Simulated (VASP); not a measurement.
A run of VASP 6.6.1 is set up as follows.

Contents of POSCAR:

```
GaSb
1.0
    0.0000000000      3.0520802167      3.0520802167
    3.0520802167      0.0000000000      3.0520802167
    3.0520802167      3.0520802167      0.0000000000
Sb Ga
1 1
Direct
    0.7500000000      0.7500000000      0.7500000000
    0.0000000000      0.0000000000      0.0000000000
```

INCAR.step1

```
SYSTEM = GaSb
PREC     = Accurate       ! precision mode
ENCUT    = 520            ! plane-wave cutoff, eV
ISMEAR   = -1             ! smearing method
SIGMA    = 0.05           ! smearing width, eV
LREAL    = .False.        ! projectors in reciprocal space
LASPH    = .True.         ! aspherical terms in the spheres
NELM     = 80             ! most SCF steps
NBANDS   = 16             ! bands
GGA      = PE             ! functional
ALGO     = Normal         ! electronic algorithm
EDIFF    = 1E-4           ! SCF threshold, eV
LWAVE    = .True.         ! write WAVECAR
LCHARG   = .False.        ! write CHGCAR
```

INCAR.step2

```
SYSTEM = GaSb
PREC     = Accurate       ! precision mode
ENCUT    = 520            ! plane-wave cutoff, eV
EDIFF    = 1E-6           ! SCF threshold, eV
ISMEAR   = -1             ! smearing method
SIGMA    = 0.05           ! smearing width, eV
LREAL    = .False.        ! projectors in reciprocal space
LASPH    = .True.         ! aspherical terms in the spheres
NELM     = 80             ! most SCF steps
ALGO     = Normal         ! electronic algorithm
ISIF     = 2              ! what is computed and relaxed
LWAVE    = .False.        ! write WAVECAR
LCHARG   = .False.        ! write CHGCAR
METAGGA  = R2SCAN         ! meta-GGA
LMIXTAU  = .True.       
LUSE_VDW = .True.       
IVDW_NL  = 2            
BPARAM   = 11.95        
CPARAM   = 0.0093       
NBANDS   = 16             ! bands
ISTART   = 1
```

Contents of KPOINTS:

```
Automatic mesh
0
Gamma
  8 8 8
  0 0 0
```

Potentials or basis: VASP PAW PBE potentials, release 64 (Sb, Ga_d).

Launch:

```sh
$ cat potpaw_PBE.64/Sb/POTCAR potpaw_PBE.64/Ga_d/POTCAR > POTCAR
$ cp INCAR.step1 INCAR
$ mpirun -np 1 vasp_std > vasp.out
$ cp INCAR.step2 INCAR
$ mpirun -np 1 vasp_std > vasp.out
```

Task: What does it give for the pressure?

Result: 0.2 GPa.

Task: Predict the band gap on the k mesh.

Result: 0.50 eV, direct.

Caveat: the PAW data sets were made with another functional, which shifts forces and pressure a little; spin-orbit coupling is left out, which moves the levels of the heavy elements.

**Experimental background.**

From a printed reference work, data compilation, for a bulk crystal of GaSb at 4.2 K: band gap 0.811 eV (direct).

Against the measured gap of GaSb, 0.811 eV (direct; 4.2 K; a printed reference work, data compilation), the calculated 0.50 eV is off by -0.31 eV. Spin-orbit coupling on Ga, Sb is left out. The value is that of r2SCAN+rVV10 on a finite k mesh, which can miss the band edges, without temperature or zero-point motion.
